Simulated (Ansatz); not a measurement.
CoSi (Pm-3m): free moments

All numbers below come from Ansatz 0.2.0, DFT, PBE, all-electron LAPW, scalar-relativistic.

Command: `ansatz run input.yaml --threads 1 --pin off --max-ram 3072MiB --backend cpu --events-out ev --progress --plain --runs-dir out`

```yaml
crystal:
  lattice:
    - [2.781334, 0.0, 0.0]
    - [0.0, 2.781334, 0.0]
    - [0.0, 0.0, 2.781334]
  atoms:
    - { symbol: Co, position: [0.0, 0.0, 0.0], spin: 0.6 }
    - { symbol: Si, position: [0.5, 0.5, 0.5] }
magnetization:
  spin_polarized: true
kpoints:
  mp_grid: { grid: [14, 14, 14] }
scf:
  occupations: { method: fermi_dirac, width: 0.03 }
  lower_state_search: "off"
hamiltonian:
  xc: pbe
  pseudopotentials: { kind: all_electron, lapw: { basis_error: 0.0005 } }
output:
  forces: true
  stress: true
  eigenvalues: false
  populations: true
  dos: { projected: true, de: 0.1, e_range: [-8, 5] }
```

Log:

```
settings of this run that can trade accuracy for cost: output.eigenvalues: false. Do not mix this run's numbers with those of runs without the same settings; the input reference describes each key
Co: projections on atomic orbitals take those of the free atom 1s2 2s2 2p6 3s2 3p6 3d7 4s2, of charge +0.00 (hamiltonian.pseudopotentials.projection_atoms)
Si: projections on atomic orbitals take those of the free atom 1s2 2s2 2p6 3s2 3p2, of charge +0.00 (hamiltonian.pseudopotentials.projection_atoms)
LAPW: plane waves up to 8.804 Å⁻¹, error target 5.0e-4 eV per atom; small_component_spin mean_spin; Si in spheres of 1.100 Å, 12 of its electrons in bands, Dirac shells []; Co in spheres of 1.309 Å, 17 of its electrons in bands, Dirac shells [] (how accurate: hamiltonian.pseudopotentials.lapw.basis_error, Limitations)
Engine: ansatz 0.2.0
Pseudopotentials: kind: all_electron
Pseudopotential: Co, LAPW, valence charge 17, lapw/all_electron/scalar/gaussian/Co, Koelling and Harmon's equation, gaussian nucleus
Pseudopotential: Si, LAPW, valence charge 12, lapw/all_electron/scalar/gaussian/Si, Koelling and Harmon's equation, gaussian nucleus
Functional definition: PBE
  parameter kappa = 0.804
  parameter beta = 0.06672455060314922
  exchange = pbe_x(kappa = kappa, mu = beta*pi^2/3)
  correlation = pbe_c(beta = beta)
Crystal: 2 atoms, lattice volume = 21.516 Å³
Basis set: ecut = 295.28513795629647 eV, 251 PW (Γ), exchange–correlation at level 2
Bands: 19, of which v1, the nominal top of the filled ones, is band 15 counted from 1 (14 counted from 0)
Symmetry: 48 space group operations
Space group: Pm-3m (ITA 221), of the structure as read, at distance tolerance 2.8e-5 Å
Magnetic group: BNS 221.92 (UNI 1594), of the structure as read, at distance tolerance 2.8e-5 Å
k-points: 120 of 2744
Non-local potential: Co, projectors of the file, none
Non-local potential: Si, projectors of the file, none
Initial density: superposition of atomic densities (chi_scale 0.1, normalization cell)
Starting moments: Σ|m| = 0.6 μB on 1 of 2 sites
Initial wavefunctions: plane waves of lowest kinetic energy (no species holds an atomic orbital)
Functional: x = pbe(κ = 0.804, μ = 0.2195149727645171), c = pbe(β = 0.06672455060314922)
iter 1 solved again at ethr=3.73e-3 eV; its pass at ethr=1.00e-1 eV (dr2=1.08e0 eV) is discarded
SCF iter   1: F=—  HF=-45811.130480 eV  |F-HF|=—  |Δ(HF+E_count)|=         —  Δρ=3.65e-2 (↑2.44e-2 ↓3.65e-2)  dr2=1.08e0  dr2_m=2.27e-2  M=0.249 μB ∫|m|=0.305 μB  β_m=0.30  ethr=3.73e-3  ⟨swp⟩=2.0  Hψ=32056  notcnv=0
preconditioner: auto → none  [metal: Δε(μ)=0.023 eV  Ē_g=9.796 eV  σ=0.030 eV  W_gap=0.18  n_scr=6 (ndim 8)  ℏωp=28.9 eV  f_vac=0.000  D(μ)=1.44/eV (n_scr^D=18)  sad-step TF]
iter 2 solved again at ethr=1.11e-4 eV; its pass at ethr=3.72e-3 eV (dr2=3.21e-2 eV) is discarded
SCF iter   2: F=—  HF=-45811.014140 eV  |F-HF|=—  |Δ(HF+E_count)|=   1.16e-1  Δρ=1.13e-2 (↑8.78e-3 ↓1.13e-2)  dr2=3.20e-2  dr2_m=7.18e-4  M=0.531 μB ∫|m|=0.549 μB  β_m=1.00  ethr=1.11e-4  ⟨swp⟩=2.2  Hψ=23336  notcnv=0
SCF iter   3: F=—  HF=-45810.695320 eV  |F-HF|=—  |Δ(HF+E_count)|=   3.19e-1  Δρ=9.87e-3 (↑8.62e-3 ↓9.87e-3)  dr2=1.04e-1  dr2_m=1.34e-4  M=0.515 μB ∫|m|=0.539 μB  β_m=0.30  ethr=1.10e-4  ⟨swp⟩=3.0  Hψ=14098  notcnv=0
SCF iter   4: F=—  HF=-45810.649371 eV  |F-HF|=—  |Δ(HF+E_count)|=         —  Δρ=1.79e-3 (↑1.36e-3 ↓1.79e-3)  dr2=4.68e-4  dr2_m=1.97e-4  M=0.558 μB ∫|m|=0.580 μB  β_m=1.00  ethr=1.10e-4  ⟨swp⟩=3.0  Hψ=13658  notcnv=0
the basis was enlarged: its passes take 640.4 KiB over the memory plan, 2 of 2 planned eigensolver slots
SCF iter   5: F=—  HF=-45810.650507 eV  |F-HF|=—  |Δ(HF+E_count)|=   1.14e-3  Δρ=1.14e-3 (↑8.84e-4 ↓1.14e-3)  dr2=8.60e-5  dr2_m=1.46e-4  M=0.584 μB ∫|m|=0.610 μB  β_m=1.00  ethr=1.62e-6  ⟨swp⟩=2.7  Hψ=12563  notcnv=0
SCF iter   6: F=—  HF=-45810.651060 eV  |F-HF|=—  |Δ(HF+E_count)|=   5.53e-4  Δρ=7.08e-4 (↑5.42e-4 ↓7.08e-4)  dr2=2.85e-5  dr2_m=6.92e-5  M=0.600 μB ∫|m|=0.629 μB  β_m=1.00  ethr=2.97e-7  ⟨swp⟩=2.5  Hψ=12703  notcnv=0
SCF iter   7: F=—  HF=-45810.651321 eV  |F-HF|=—  |Δ(HF+E_count)|=   2.60e-4  Δρ=4.72e-4 (↑4.72e-4 ↓2.91e-4)  dr2=1.83e-5  dr2_m=2.68e-5  M=0.610 μB ∫|m|=0.642 μB  β_m=1.00  ethr=9.83e-8  ⟨swp⟩=3.0  Hψ=13033  notcnv=0
SCF iter   8: F=—  HF=-45810.651421 eV  |F-HF|=—  |Δ(HF+E_count)|=   1.00e-4  Δρ=3.95e-4 (↑2.66e-4 ↓3.95e-4)  dr2=1.04e-5  dr2_m=2.07e-5  M=0.619 μB ∫|m|=0.652 μB  β_m=0.30  ethr=6.33e-8  ⟨swp⟩=2.3  Hψ=12283  notcnv=0
Mixer restart at iter 8: flushing history
spin-set hold released at iteration 8 (site moments contracting): the magnetisation degrees of freedom join the quasi-Newton model from the next iteration; the mixer history was flushed
SCF iter   9: F=—  HF=-45810.651446 eV  |F-HF|=—  |Δ(HF+E_count)|=   2.51e-5  Δρ=2.96e-4 (↑2.96e-4 ↓1.80e-4)  dr2=6.67e-6  dr2_m=1.06e-5  M=0.619 μB ∫|m|=0.652 μB  β_m=0.55  ethr=3.59e-8  ⟨swp⟩=2.3  Hψ=12273  notcnv=0
SCF iter  10: F=—  HF=-45810.651621 eV  |F-HF|=—  |Δ(HF+E_count)|=   1.75e-4  Δρ=7.05e-4 (↑2.83e-4 ↓7.05e-4)  dr2=1.77e-4  dr2_m=2.67e-5  M=0.627 μB ∫|m|=0.661 μB  β_m=0.13  ethr=2.30e-8  ⟨swp⟩=3.0  Hψ=13793  notcnv=0  recentre
SCF iter  11: F=—  HF=-45810.651466 eV  |F-HF|=—  |Δ(HF+E_count)|=   1.55e-4  Δρ=2.36e-4 (↑2.36e-4 ↓1.74e-4)  dr2=1.74e-6  dr2_m=8.15e-6  M=0.622 μB ∫|m|=0.656 μB  β_m=0.33  ethr=2.30e-8  ⟨swp⟩=3.0  Hψ=13792  notcnv=0
SCF iter  12: F=—  HF=-45810.651520 eV  |F-HF|=—  |Δ(HF+E_count)|=   5.36e-5  Δρ=6.57e-5 (↑6.57e-5 ↓5.08e-5)  dr2=1.13e-7  dr2_m=6.61e-7  M=0.632 μB ∫|m|=0.667 μB  β_m=0.53  ethr=6.00e-9  ⟨swp⟩=3.0  Hψ=13735  notcnv=0
SCF iter  13: F=—  HF=-45810.651525 eV  |F-HF|=—  |Δ(HF+E_count)|=   4.80e-6  Δρ=3.84e-6 (↑3.84e-6 ↓2.96e-6)  dr2=9.19e-9  dr2_m=2.30e-10  M=0.636 μB ∫|m|=0.671 μB  β_m=0.73  ethr=3.89e-10  ⟨swp⟩=3.0  Hψ=13803  notcnv=0
SCF iter  14: F=-45810.651525 eV  HF=-45810.651525 eV  |F-HF|=1.76e-8  |Δ(HF+E_count)|=   9.08e-9  Δρ=1.61e-6 (↑9.84e-7 ↓1.61e-6)  dr2=1.41e-9  dr2_m=7.44e-11  M=0.636 μB ∫|m|=0.671 μB  ethr=3.17e-11  ⟨swp⟩=2.0  Hψ=12183  notcnv=0
SCF 1 converged in 14 iterations: F = -45810.651525 eV  dr2 = 1.41e-9
SCF converged after 14 iterations
Magnetization: 0.6357 μB (14.8178 up, 14.1822 down)
Absolute magnetization: 0.6714 μB (∫|ρ↑−ρ↓|)
Spin contamination: 0.0094 ħ² per cell (⟨S²⟩ above its minimum at these occupations)
Per-site moments (μB) at R_I (Å): [(0.6390876071011817, 1.308809639694177), (0.009837720061248056, 1.0998962248226962)]
Free energy (F): -45810.651525 eV
Harris-Foulkes:  -45810.651525 eV  (|F-HF|=1.76e-8)
Internal energy: -45810.645422 eV  (E = F + TS)
E sigma→0 (E₀):  -45810.648473 eV
Entropy (-TS):   -0.006102 eV (-3.051 meV/atom)
Fermi energy:    18.885592 eV
--- Per-component energies (eV) ---
  E_band       = -868.258904
  E_kinetic    = 46396.455175
  E_xc         = -2196.335210
  E_electrostatic = -90010.765387  (all electrons and nuclei)
  E_smearing   = -0.006102  (= −TS)
  E_closure    = 0.000000  (closes the sum)
  E_atoms      = -45796.146146  (free atoms, spherical and without spin; not in F)
  Σ components = -45810.651525   (vs F -45810.651525, Δ=0.00e0)
  Basis errors (estimates in eV, not in F): energy 1.6e-4 per atom: plane waves 1.2e-4 (6.3e-5 summed), levels above the bands 4.2e-52, relativity 4.7e-9, radial functions 3.5e-5, core shells 7.5e-10; eigenvalues (radial functions only) 1.3e-6; not estimated: angular momenta, meshes, grids; target (lapw.basis_error) 5.0e-4; muffin-tin radii Si 1.100 Å, Co 1.309 Å
--- Forces (eV/Å), atoms counted from 1 ---
  atom   1  Co    -0.00000000     0.00000000    -0.00000000
  atom   2  Si     0.00000000    -0.00000000     0.00000000
  max |Σ_I F_I| component: 1.15e-31 eV/Å
--- Stress (GPa, compression-positive) ---
        0.918183       0.000000       0.000000
        0.000000       0.918183       0.000000
        0.000000       0.000000       0.918183
  P = ⅓ Tr σ = 0.9182 GPa (9.182 kbar)
--- Band table (eV; the first three rows and the last of 240) ---
  k-point 0 ↑: bands = ["-116.3009", "-76.8255", "-72.3488", "-72.3488", "-72.3488", "-40.1132", "-40.1132", "-40.1132", "4.5316", "14.5856", "14.5856", "17.1981", "17.1981", "17.1981", "21.7701", "21.7701", "21.7701", "26.1974", "26.1974"]
  k-point 1 ↑: bands = ["-116.3008", "-76.8253", "-72.3490", "-72.3488", "-72.3488", "-40.1161", "-40.1130", "-40.1130", "4.6301", "14.5420", "14.6177", "17.1116", "17.1116", "17.2054", "21.0897", "21.9409", "21.9409", "26.1678", "26.8247"]
  k-point 2 ↑: bands = ["-116.3008", "-76.8247", "-72.3494", "-72.3488", "-72.3488", "-40.1241", "-40.1123", "-40.1123", "4.9236", "14.3561", "14.7095", "16.8914", "16.8914", "17.2257", "19.8327", "22.4157", "22.4157", "26.0810", "27.8667"]
  k-point 119 ↓: bands = ["-116.2954", "-76.0500", "-72.3456", "-72.3456", "-72.3456", "-39.4179", "-39.4179", "-39.4179", "12.9658", "12.9658", "12.9658", "17.1346", "18.7492", "18.7492", "20.0926", "20.0926", "20.0926", "22.4977", "22.4977"]
--- Löwdin populations: 2 sites ---
  site symbol       q [e]    m [muB]
     0     Co     26.5835     0.6094
     1     Si     14.1349     0.0504
  spilling = 0.006868 (of n_electrons = 41.000000)
settings of this run that can trade accuracy for cost: output.eigenvalues: false. Do not mix this run's numbers with those of runs without the same settings; the input reference describes each key
```

populations.tsv:

```
# site	symbol	l	j	q_up	q_dn
# orbitals = lowdin
# n_electrons = 41.000000
# spilling = 0.006868
# projection_atom_Co: 1s2 2s2 2p6 3s2 3p6 3d7 4s2
# projection_atom_Si: 1s2 2s2 2p6 3s2 3p2
0	Co	0_1S	-	0.999986	0.999986
0	Co	0_2S	-	0.999291	0.999285
0	Co	0_3S	-	0.983284	0.983280
0	Co	0_4S	-	0.267207	0.269248
0	Co	1_2P	-	2.999995	2.999994
0	Co	1_3P	-	2.997872	2.997552
0	Co	2_3D	-	4.348778	3.737708
1	Si	0_1S	-	0.999943	0.999941
1	Si	0_2S	-	0.995214	0.995093
1	Si	0_3S	-	0.620265	0.613400
1	Si	1_2P	-	2.998533	2.998519
1	Si	1_3P	-	1.478741	1.435294
```

Site moments (μB): Co1 0.64, Si2 0.01. Cell moment 0.64 μB.

The magnetic group in the log treats spin as a scalar label, without spin–orbit coupling.

The Ansatz runs typed with the search for lower states off end where their start leads. None of this fixes the real material's magnetic order: only patterns that fit the cell were computed, at zero temperature, with a functional that can overstate moments.

It took 52 s on 1 thread of Intel(R) Xeon(R) Platinum 8259CL CPU @ 2.50GHz (Skylake/Cascade Lake), with other jobs on the host, peak memory 0.62 GiB.
